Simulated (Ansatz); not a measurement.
Runs of Ansatz 0.2.0 on WS2. The cell holds a slab with vacuum, 3 atoms: a = 3.184 Å, b = 3.184 Å, c = 16.951 Å, α = 90.00°, β = 90.00°, γ = 120.00°. 

```tsv
task	level	cell	k mesh	cutoff (eV)	smearing	points for each segment of the path	mesh quality	gap on the mesh (eV)	relaxed volume (Å³/atom)	largest force (eV/Å)
relaxation of cell and atoms	BLYP+D3(BJ)	relaxed	10 × 10 × 2	420	fermi-dirac 0.05 eV	-	not flagged	(b)	18.94	-
band structure	HSE06	as given	5 × 5 × 1	420	fermi-dirac 0.05 eV	4	coarse	-	-	0.23
relaxation of cell and atoms	revPBE	relaxed	10 × 10 × 2	420	fermi-dirac 0.05 eV	-	not flagged	1.94	50.30	0.01
band structure	HSE03	as given	5 × 5 × 1	420	fermi-dirac 0.05 eV	4	coarse	-	-	0.20
band structure	PBEsol0	as given	5 × 5 × 1	420	fermi-dirac 0.05 eV	4	coarse	-	-	0.48
relaxation of cell and atoms	BLYP	relaxed	10 × 10 × 2	420	fermi-dirac 0.05 eV	-	not flagged	(a)	52.03	-
relaxation of cell and atoms	BLYP+D4	relaxed	10 × 10 × 2	420	fermi-dirac 0.05 eV	-	not flagged	2.01	50.04	-
band structure	BLYP	as given	10 × 10 × 2	420	fermi-dirac 0.05 eV	14	not flagged	1.98	-	0.75
band structure	r2SCAN	as given	10 × 10 × 2	500	fermi-dirac 0.05 eV	14	not flagged	2.09	-	0.02
band structure	HSEsol	as given	5 × 5 × 1	420	fermi-dirac 0.05 eV	4	coarse	-	-	(c)
band structure	revPBE	as given	10 × 10 × 2	420	fermi-dirac 0.05 eV	14	not flagged	1.99	-	0.39
Born charges and dielectric tensor	LDA	as given	10 × 10 × 2	420	fixed	-	not flagged	1.97	-	-
```

Alike in all rows: potentials or basis Ansatz PAW; no spin polarisation.

Q: Estimate the missing entries.

A: (a) 1.63; (b) 1.16; (c) 0.47.

Caveats: some runs use coarse meshes; spin-orbit coupling is left out, which moves the levels of the heavy elements; the PAW data sets come from PBE, with cores solved anew for the run's functional, which leaves a small shift of forces and pressure; the plane-wave basis is chosen anew once the cell has moved, so the energies of steps on either side of that aren't comparable (some runs); the thresholds are loose for stress (some runs); the k mesh misses the band edges, so the gap on the mesh is wider than the one along the path (some runs); the volume moved by over 15 % at a fixed basis, so the end points are rough (some runs).

A k mesh can miss the band edges, and the runs leave out spin-orbit coupling on W.

Runs at the PBE level aren't shown here.
